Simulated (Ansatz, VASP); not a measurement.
# Cross-check of P (P monolayer (from Cmce)) between VASP and Ansatz

One calculation is typed for both programs; each brings its own data sets. How far apart do they land? The cell is taken from a series of runs on this material, whose earlier steps may have relaxed, scaled, displaced or heated it; both programs get it as it stands.

Calculated with Ansatz 0.2.0; plane waves, with VASP 6.6.1 beside it; PBE0.

### Step 1. The structure

The cell holds 4 atoms: 4 P. Cell: a = 3.273 Å, b = 4.354 Å, c = 31.000 Å, α = 90.0°, β = 90.0°, γ = 90.0°. Vacuum lies along c.

As a file:

```xyz
4
Lattice="3.2734 0.0000 0.0000 0.0000 4.3538 0.0000 0.0000 0.0000 31.0000" Properties=species:S:1:pos:R:3
P     0.0000    0.0003   16.5565
P     0.0000    0.7022   14.4435
P     1.6367    2.8791   16.5565
P     1.6367    2.1772   14.4435
```

### Step 2. VASP: single point, PBE0

A single point takes one fixed geometry, so differences don't come from the geometry; what else differs is listed under the comparison.

Lines of VASP's logs that name or quote its potential files are left out, and so is its time.

The run reads the wave functions of an earlier VASP run, which isn't shown here.

Contents of INCAR:

```
SYSTEM = P
PREC = Accurate
ENCUT = 400
EDIFF = 1E-06
NELM = 100
ISMEAR = 0
SIGMA = 0.01
LREAL = .FALSE.
ALGO = Normal
LHFCALC = .TRUE.
AEXX = 0.25
GGA = PE
LASPH = .TRUE.
NBANDS = 16
PRECFOCK = Fast
LORBIT = 11
LWAVE = .FALSE.
LCHARG = .FALSE.
NCORE = 4
ISIF = 2
LDIPOL = .TRUE.
IDIPOL = 3
DIPOL = 0.5 0.5 0.5
LVHAR = .TRUE.
```

Contents of POSCAR:

```
P
1.0
    3.2734419452      0.0000000000      0.0000000000
    0.0000000000      4.3537609737      0.0000000000
    0.0000000000      0.0000000000     31.0000000000
P
4
Direct
    0.0000000000      0.0000776014      0.5340791952
    0.0000000000      0.1612823986      0.4659208048
    0.5000000000      0.6612823986      0.5340791952
    0.5000000000      0.5000776014      0.4659208048
```

Contents of KPOINTS:

```
Automatic mesh
0
Gamma
4 3 1
0 0 0
```

The projector-augmented-wave data sets are P (PBE family, release 64).

Run with:

```bash
> mpirun -np 4 vasp_std
```

Numbers of over 12 decimals in the logs are rounded to 6 here.

Log:

```text
[banner, memory and clock lines left out]
running    4 mpi-ranks, on    1 nodes
 distrk:  each k-point on    4 cores,    1 groups
 distr:  one band on    4 cores,    1 groups

 POSCAR found type information on POSCAR P
 POSCAR found :  1 types and       4 ions
 LDA part: xc-table for (Slater+PW92), standard interpolation
 found WAVECAR, reading the header
 POSCAR, INCAR and KPOINTS ok, starting setup
 FFT: planning ... GRIDC
 FFT: planning ... GRID_SOFT
 FFT: planning ... GRID
 reading WAVECAR
 the WAVECAR file was read successfully
 initial charge from wavefunction
 entering main loop
       N       E                     dE             d eps       ncg     rms          rms(c)
DAV:   1    -0.279478260677E+02   -0.27948E+02   -0.63078E-01   232   0.477E+00    0.251E+00
DAV:   2    -0.279600045019E+02   -0.12178E-01   -0.42802E-02   256   0.112E+00    0.174E+00
DAV:   3    -0.279588452452E+02    0.11593E-02   -0.30510E-03   264   0.328E-01    0.107E+00
DAV:   4    -0.279582699306E+02    0.57531E-03   -0.77029E-04   280   0.159E-01    0.617E-01
DAV:   5    -0.279581131474E+02    0.15678E-03   -0.23584E-04   272   0.826E-02    0.349E-01
DAV:   6    -0.279580717655E+02    0.41382E-04   -0.50713E-05   264   0.391E-02    0.198E-01
DAV:   7    -0.279580621881E+02    0.95773E-05   -0.13355E-05   296   0.212E-02    0.110E-01
DAV:   8    -0.279580621112E+02    0.76876E-07   -0.43725E-06   272   0.121E-02
   1 F= -.27958062E+02 E0= -.27958062E+02  d E =-.589341E-61
```

OUTCAR, selected parts (step 2):

```text
ion  position               nearest neighbor table
   1  0.000  0.000  0.534-   3 2.20   3 2.20   2 2.23
   2  0.000  0.161  0.466-   4 2.20   4 2.20   1 2.23
   3  0.500  0.661  0.534-   1 2.20   1 2.20   4 2.23
   4  0.500  0.500  0.466-   2 2.20   2 2.20   3 2.23

  LATTYP: Found a simple orthorhombic cell.
 ALAT       =     3.2734419452
 B/A-ratio  =     1.3300254126
 C/A-ratio  =     9.4701542043

 Subroutine GETGRP returns: Found  8 space group operations
 (whereof  2 operations were pure point group operations)

The static configuration has the point symmetry C_1h.
 The point group associated with its full space group is D_2h.

 Found      6 irreducible k-points:

   k-points           NKPTS =      6   k-points in BZ     NKDIM =     12   number of bands    NBANDS=     16

   dimension x,y,z NGX =    24 NGY =   28 NGZ =  210
   dimension x,y,z NGXF=    48 NGYF=   56 NGZF=  420

   ENCUT  =  400.0 eV  29.40 Ry    5.42 a.u.   5.34  7.10 50.55*2*pi/ulx,y,z

   NELECT =      20.0000    total number of electrons

 k-points in reciprocal lattice and weights: Automatic mesh
   0.00000000  0.00000000  0.00000000       0.083
   0.25000000  0.00000000  0.00000000       0.167
   0.50000000  0.00000000  0.00000000       0.083
   0.00000000  0.33333333  0.00000000       0.167
   0.25000000  0.33333333  0.00000000       0.333
   0.50000000  0.33333333  0.00000000       0.167

  exchange ACFDT corr.  =         0.00000000  see jH, gK, PRB 81, 115126

 dipolmoment           0.000000      0.000000      0.000000 electrons x Angstroem

 average (electrostatic) potential at core
       1 -88.0982       2 -88.0982       3 -88.0982       4 -88.0982

 E-fermi :  -3.6269

 k-point     1 :       0.0000    0.0000    0.0000
  band No.  band energies     occupation
    ...
      6      -8.6788      2.00000
      7      -7.6891      2.00000
      8      -5.9395      2.00000
      9      -5.7341      2.00000
     10      -3.7423      2.00000
     11      -1.6678      0.00000
     12      -0.7144      0.00000
     13       0.7329      0.00000
     14       1.5824      0.00000
     15       1.7685      0.00000
    ...

 k-point     2 :       0.2500    0.0000    0.0000
  band No.  band energies     occupation
    ...
      6      -9.5942      2.00000
      7      -8.4255      2.00000
      8      -6.9913      2.00000
      9      -5.7109      2.00000
     10      -4.2755      2.00000
     11      -1.0167      0.00000
     12      -0.8705      0.00000
     13       1.1175      0.00000
     14       1.6740      0.00000
     15       2.6061      0.00000
    ...

 k-point     3 :       0.5000    0.0000    0.0000
  band No.  band energies     occupation
    ...
      6      -9.0321      2.00000
      7      -6.8525      2.00000
      8      -6.8525      2.00000
      9      -6.0255      2.00000
     10      -6.0255      2.00000
     11      -0.9408      0.00000
     12      -0.9408      0.00000
     13      -0.4434      0.00000
     14      -0.4434      0.00000
     15       1.4262      0.00000
    ...

  Total        1.6244436      0.6555892     -0.8054428     -0.0000000     -0.0000000      0.0000000
  in kB        5.8909358      2.3774502     -2.9208844     -0.0000000     -0.0000000      0.0000000
  external PRESSURE =       1.7825006 kB  Pullay stress =       0.0000000 kB

  energy-cutoff  :      400.00
  volume of cell :      441.81
      direct lattice vectors                 reciprocal lattice vectors
     3.273441945  0.000000000  0.000000000     0.305488845  0.000000000  0.000000000
     0.000000000  4.353760974  0.000000000     0.000000000  0.229686472  0.000000000
     0.000000000  0.000000000 31.000000000     0.000000000  0.000000000  0.032258065

 POSITION                                       TOTAL-FORCE (eV/Angst)
 -----------------------------------------------------------------------------------
      0.00000      0.00034     16.55646         0.000000     -0.175430     -0.172863
      0.00000      0.70219     14.44354         0.000000      0.175430      0.172863
      1.63672      2.87907     16.55646         0.000000      0.175430     -0.172863
      1.63672      2.17722     14.44354         0.000000     -0.175430      0.172863
 -----------------------------------------------------------------------------------
    total drift:                               -0.000000      0.000008     -0.000014

  FREE ENERGIE OF THE ION-ELECTRON SYSTEM (eV)
  ---------------------------------------------------
  free  energy   TOTEN  =       -27.9580621112 eV

  energy  without entropy=      -27.9580621112  energy(sigma->0) =      -27.95806211

 vacuum level on the upper side and lower side of the slab         1.881         1.881

 total charge
# of ion       s       p       d       tot
------------------------------------------
    1        1.072   1.413   0.000   2.485
    2        1.072   1.413   0.000   2.485
    3        1.072   1.413   0.000   2.485
    4        1.072   1.413   0.000   2.485
--------------------------------------------------
tot          4.286   5.652   0.000   9.939

[... 3 further parts left out ...]
```

### Step 3. Ansatz: single point, PBE0

Ansatz runs on its default PAW (the set named soft_2) files.

The same cell, functional and mesh now go to Ansatz.

Contents of input.yaml:

```yaml
crystal:
  lattice:
    - [3.2734419452, 0.0, 0.0]
    - [0.0, 4.3537609737, 0.0]
    - [0.0, 0.0, 31.0]
  atoms:
    - { symbol: P, position: [0.0, 7.76014e-05, 0.5340791952] }
    - { symbol: P, position: [0.0, 0.1612823986, 0.4659208048] }
    - { symbol: P, position: [0.5, 0.6612823986, 0.5340791952] }
    - { symbol: P, position: [0.5, 0.5000776014, 0.4659208048] }
  periodic: [true, true, false]
basis:
  ecutwfc: 420
  xc_grid: 2
hamiltonian:
  xc: pbe0
kpoints:
  mp_grid: { grid: [4, 3, 1] }
scf:
  occupations: { method: fixed }
  max_iter: 60
output:
  forces: true
  eigenvalues: true
  write_potential: true
  volumetric_format: npy
```

Run with:

```bash
> ansatz run input.yaml --threads 4 --pin off --max-ram 10362MiB --backend cpu --events-out ev --progress --plain --runs-dir out
```

Log:

```text
Engine: ansatz 0.2.0, aarch64-unknown-linux-gnu
Pseudopotentials: kind: paw
Pseudopotential: P, paw, valence charge 5, recommended cutoff 420 eV (normal), P.paw.azcp
Functional definition: PBE0
  parameter a = 0.25
  parameter kappa = 0.804
  parameter beta = 0.066725
  exchange = (1 - a)*pbe_x(kappa = kappa, mu = beta*pi^2/3) + a*exact_x
  correlation = pbe_c(beta = beta)
davidson cushion auto → on  (no smearing: the cushion is to keep the highest requested band from converging to the state above it; pin scf.eigensolver.cushion to override)
Crystal: 4 atoms, lattice volume = 441.805 Å³
Basis set: ecut = 420 eV, 8631 PW (Γ), exchange–correlation on 48×60×432 points (8 copies of the dense FFT grid, shifted against one another)
Bands: 14, of which v1, the nominal top of the filled ones, is band 10 counted from 1 (9 counted from 0)
Symmetry: 8 space group operations
Space group: Pmna (ITA 53), of the structure as read, at distance tolerance 7.6e-5 Å
k-points: 6 of 12
Non-local potential: P, projectors of the file, l = 0: 2, l = 1: 2, l = 2: 2
PAW form: soft (Blöchl's): semilocal exchange-correlation on the pseudo side does not see the compensation charge
PAW frozen core: P, regenerated for the run's functional, and the local potential with it (the file was generated under x = pbe(κ = 0.804, μ = 0.219515), c = pbe(β = 0.066725))
PAW one-centre angular grid: P, 110 points (default); XC on 64 Gauss nodes
Initial density: superposition of atomic densities (neutral atoms: chi_scale 0, normalization atom), corrected by the library's trained network
Initial wavefunctions: pseudopotential atomic-orbital guess
Functional: x = pbe(κ = 0.804, μ = 0.219515), c = pbe(β = 0.066725), warm-up for x = 0.75 pbe(κ = 0.804, μ = 0.219515) + 0.25 exact, c = pbe(β = 0.066725)
SCF iter   1: F=—  HF=-3022.445420 eV  |F-HF|=—  |Δ(HF+E_count)|=         —  Δρ=1.23e-3  dr2=7.82e-3  ethr=1.77e-3  ⟨swp⟩=8.3  Hψ=500  notcnv=0
preconditioner: auto → none  [insulator: Δε(μ)=0.636 eV  Ē_g=8.903 eV  n_scr=30 (ndim 8)  ℏωp=7.9 eV  f_vac=0.783]
SCF iter   2: F=—  HF=-3022.445968 eV  |F-HF|=—  |Δ(HF+E_count)|=   5.48e-4  Δρ=4.95e-4  dr2=8.97e-4  ethr=3.91e-5  ⟨swp⟩=4.3  Hψ=304  notcnv=0
SCF iter   3: F=—  HF=-3022.446056 eV  |F-HF|=—  |Δ(HF+E_count)|=   8.80e-5  Δρ=2.30e-4  dr2=1.96e-4  ethr=4.48e-6  ⟨swp⟩=3.3  Hψ=248  notcnv=0
SCF iter   4: F=-3022.446115 eV  HF=-3022.446112 eV  |F-HF|=2.47e-6  |Δ(HF+E_count)|=   5.59e-5  Δρ=8.22e-5  dr2=3.47e-5  ethr=9.78e-7  ⟨swp⟩=3.5  Hψ=250  notcnv=0
SCF 1 stopped early in 4 iterations: F = -3022.446115 eV  dr2 = 3.47e-5
  greatest PAW one-centre occupation: 0.807 electrons in one spin orbital (limit 2), on the P atom at site 3 (counted from 0), in its partial waves of l = 0
Initial density: handed on by an earlier stage of this run
Initial wavefunctions: those handed on with the density
Functional: x = 0.75 pbe(κ = 0.804, μ = 0.219515) + 0.25 exact, c = pbe(β = 0.066725)
Frozen-core exchange: fock
SCF iter   1: F=—  HF=-3024.990450 eV  |F-HF|=—  |Δ(HF+E_count)|=         —  Δρ=1.65e-3  dr2=1.12e-2  ethr=1.74e-6  ⟨swp⟩=8.7  Hψ=507  notcnv=0
preconditioner: auto → none  [insulator: Δε(μ)=1.970 eV  Ē_g=11.017 eV  n_scr=30 (ndim 8)  ℏωp=7.9 eV  f_vac=0.779]
SCF iter   2: F=—  HF=-3024.986458 eV  |F-HF|=—  |Δ(HF+E_count)|=   3.99e-3  Δρ=6.76e-4  dr2=3.33e-3  ethr=1.74e-6  ⟨swp⟩=4.5  Hψ=336  notcnv=0
SCF iter   3: F=—  HF=-3024.999369 eV  |F-HF|=—  |Δ(HF+E_count)|=   1.29e-2  Δρ=5.30e-4  dr2=1.19e-3  ethr=1.74e-6  ⟨swp⟩=4.3  Hψ=329  notcnv=0
iter 4 solved again at ethr=1.20e-7 eV; its pass at ethr=1.74e-6 eV (dr2=2.40e-5 eV) is discarded
SCF iter   4: F=—  HF=-3024.998986 eV  |F-HF|=—  |Δ(HF+E_count)|=   3.83e-4  Δρ=8.71e-5  dr2=1.27e-4  ethr=1.20e-7  ⟨swp⟩=3.0  Hψ=454  notcnv=0
SCF iter   5: F=—  HF=-3024.999601 eV  |F-HF|=—  |Δ(HF+E_count)|=   6.15e-4  Δρ=9.76e-5  dr2=6.26e-5  ethr=1.20e-7  ⟨swp⟩=4.3  Hψ=310  notcnv=0
SCF iter   6: F=-3024.999580 eV  HF=-3024.999581 eV  |F-HF|=1.10e-6  |Δ(HF+E_count)|=   1.97e-5  Δρ=1.24e-5  dr2=6.57e-6  ethr=1.20e-7  ⟨swp⟩=3.0  Hψ=255  notcnv=0
SCF 2 stopped early in 6 iterations: F = -3024.999580 eV  dr2 = 6.57e-6
  Residual-converged pass: ⟨swp⟩=6.8  Hψ=399  notcnv=0  max |occ|·‖R‖ = 6.6e-6 eV (tolerance 6.7e-6 eV)  dr2=6.66e-6  dr2_onsite=1.41e-8  max |Δocc| = 0.0e0
  greatest PAW one-centre occupation: 0.803 electrons in one spin orbital (limit 2), on the P atom at site 1 (counted from 0), in its partial waves of l = 0
hybrid outer 1: dexx = +1.709e-2 eV, tail = 1.82e-5 eV
Frozen-core exchange: fock
SCF iter   1: F=—  HF=-3024.999679 eV  |F-HF|=—  |Δ(HF+E_count)|=         —  Δρ=1.77e-5  dr2=1.95e-6  ethr=4.56e-7  ⟨swp⟩=2.8  Hψ=202  notcnv=0
preconditioner: auto → none  [insulator: Δε(μ)=2.033 eV  Ē_g=11.048 eV  n_scr=30 (ndim 8)  ℏωp=7.9 eV  f_vac=0.780]
SCF iter   2: F=—  HF=-3024.999679 eV  |F-HF|=—  |Δ(HF+E_count)|=   2.42e-7  Δρ=3.81e-6  dr2=4.76e-7  ethr=7.88e-9  ⟨swp⟩=3.7  Hψ=281  notcnv=0
SCF iter   3: F=—  HF=-3024.999682 eV  |F-HF|=—  |Δ(HF+E_count)|=   2.60e-6  Δρ=5.72e-6  dr2=2.21e-7  ethr=2.24e-10  ⟨swp⟩=5.0  Hψ=345  notcnv=0  defer=4
SCF iter   4: F=—  HF=-3024.999682 eV  |F-HF|=—  |Δ(HF+E_count)|=   7.28e-8  Δρ=7.91e-7  dr2=3.03e-8  ethr=2.24e-10  ⟨swp⟩=3.7  Hψ=276  notcnv=0
SCF iter   5: F=—  HF=-3024.999682 eV  |F-HF|=—  |Δ(HF+E_count)|=   1.62e-7  Δρ=1.55e-6  dr2=1.10e-8  ethr=7.24e-12  ⟨swp⟩=6.0  Hψ=377  notcnv=0  defer=4
SCF iter   6: F=—  HF=-3024.999682 eV  |F-HF|=—  |Δ(HF+E_count)|=   3.82e-9  Δρ=1.73e-7  dr2=2.61e-9  ethr=7.24e-12  ⟨swp⟩=3.5  Hψ=279  notcnv=0  defer=1
SCF iter   7: F=-3024.999682 eV  HF=-3024.999682 eV  |F-HF|=4.17e-10  |Δ(HF+E_count)|=   1.24e-8  Δρ=3.99e-7  dr2=9.61e-10  ethr=1.00e-12  ⟨swp⟩=7.0  Hψ=369  notcnv=0
SCF 3 converged in 7 iterations: F = -3024.999682 eV  dr2 = 9.61e-10
  Residual-converged pass: ⟨swp⟩=3.7  Hψ=217  notcnv=0  max |occ|·‖R‖ = 6.1e-7 eV (tolerance 6.3e-7 eV)  dr2=9.62e-10  dr2_onsite=7.85e-12  max |Δocc| = 0.0e0
  greatest PAW one-centre occupation: 0.803 electrons in one spin orbital (limit 2), on the P atom at site 3 (counted from 0), in its partial waves of l = 0
hybrid outer 2: dexx = +3.709e-6 eV, tail = 5.23e-9 eV, Δε = 1.89e-3 eV (about 2.92e-5 eV left of the loop's levels), ΔF = 8.13e-4 eV/Å (tail 1.29e-4)
hybrid SCF converged: 2 outer / 13 inner (+4 warm-up), last move |dexx| = 3.71e-6 eV, tail = 5.23e-9 eV
Stability not checked: this state was not tested for a lower state beside it, because the functional holds exact exchange (a hybrid, or Hartree-Fock), whose exchange loop this test does not read (fock_operator; see scf.lower_state_search)
Free energy (F): -3024.999682 eV
Frozen-core exchange: fock
Harris-Foulkes:  -3024.999682 eV  (|F-HF|=4.17e-10)
Internal energy: -3024.999682 eV  (E = F + TS)
E sigma→0 (E₀):  -3024.999682 eV
Fermi energy:    -5.624128 eV
--- Per-component energies (eV) ---
  E_band       = -252.283357
  E_kinetic    = 281.564987
  E_local      = -16416.259103  (includes V_loc(G=0)·N_el)
  E_nonlocal   = 134.273271
  E_hartree    = 8024.430707
  E_xc         = -190.610892
  E_vxc        = -188.974670  (∫ρ·V_xc dr)
  E_exx        = -40.430299  (= α·E_x^exact, valence–valence)
  E_paw        = -2294.291846  (= ΣΔE_a)
  E_vpaw       = -30.888924  (= ΣTr[D̂ρ^β])
  E_aug_tail   = 0.000013  (compensation charges beyond the density's cutoff)
  E_ewald      = 7476.608684
  E_core_change = -0.285204  (= ΣΔE_core)
  E_smearing   = -0.000000  (= −TS)
  E_closure    = -0.000000  (closes the sum)
  Σ components = -3024.999682   (vs F -3024.999682, Δ=-9.09e-13)
--- Forces (eV/Å), atoms counted from 1 ---
  atom   1  P      0.00000000    -0.12254859    -0.10844226
  atom   2  P     -0.00000000     0.12254859     0.10844226
  atom   3  P     -0.00000000     0.12254859    -0.10844226
  atom   4  P      0.00000000    -0.12254859     0.10844226
  max |Σ_I F_I| component: 8.33e-17 eV/Å
--- Band table (eV; the first three rows and the last of 6) ---
  k-point 0: bands = [... 6 lower, -9.6014, -7.8429, -7.6425, -5.6241, -3.5901, -2.6670, -1.2279, -0.3513]
  k-point 1: bands = [... 6 lower, -8.5536, -8.0350, -7.8849, -5.8311, -2.2435, -2.0945, -1.5512, -0.8910]
  k-point 2: bands = [... 6 lower, -10.3296, -8.8745, -7.6008, -6.1564, -2.9646, -2.7903, -0.8331, -0.2463]
  k-point 5: bands = [... 6 lower, -10.4083, -10.4083, -7.2373, -7.2373, -1.7192, -1.7192, -0.8784, -0.8784]
  the weakly bound empty levels are not read free of the cell's end (exact_exchange)
```

### Step 4. Comparison

Known differences besides the potentials themselves: exact exchange at q = 0 is treated differently, which shows on coarse meshes; VASP keeps PBE cores, Ansatz makes them for the functional; fixed occupations in Ansatz, narrow Gaussian smearing in VASP; Ansatz cuts the interaction across the vacuum, VASP repeats the sheet with a dipole correction (LDIPOL); the cutoff is 420 eV in Ansatz and 400 eV in VASP; VASP takes a coarser grid for exact exchange (PRECFOCK = Fast). Total energies have different zeros and are not compared.

Compared:

```
              quantity  Ansatz   VASP  difference
gap on the k mesh (eV)   2.034  2.075      -0.040
```

Forces (eV/Å; atoms numbered as in POSCAR):

```
atom         Ansatz x, y, z           VASP x, y, z
  P1  0.000, -0.123, -0.108  0.000, -0.175, -0.173
  P2    0.000, 0.123, 0.108    0.000, 0.175, 0.173
  P3   0.000, 0.123, -0.108   0.000, 0.175, -0.173
  P4   0.000, -0.123, 0.108   0.000, -0.175, 0.173
```

The forces differ by 48 meV/Å r.m.s., which is 33.8 % of the r.m.s. force of 0.142 eV/Å (both taken over all components). A gap on the mesh is an upper bound, since the band edges may lie between its points. Where the cell holds vacuum, a pressure given here is an average over it and none of the material.

### Step 5. Summary of results

| Item | Value |
| --- | --- |
| r.m.s. force difference (single point, PBE0) | 48 meV/Å |
| difference in gap on the k mesh (single point, PBE0) | -0.040 eV |

**Reading.** The r.m.s. force difference is 48 meV/Å (single point, PBE0), beyond the 12 meV/Å picked in this series as the mark of a large difference. What causes the difference of the single point, PBE0 pair stays open here. Such differences can come from data sets, numerical settings and the points named under the comparisons, not from the functional's error against experiment.

[Lines on the potential files, build, host, timing and source positions are cut from VASP's logs without a mark.]

[Logs are printed without paths, hosts, clocks, repeated set-up lines and the standing remarks that a program may print on its own settings, such as how far it seeks lower states.]

[Hosts, paths, dates, database ids (printed as entryN), source tags and the programs' standing remarks are cut or masked in the printed files.]
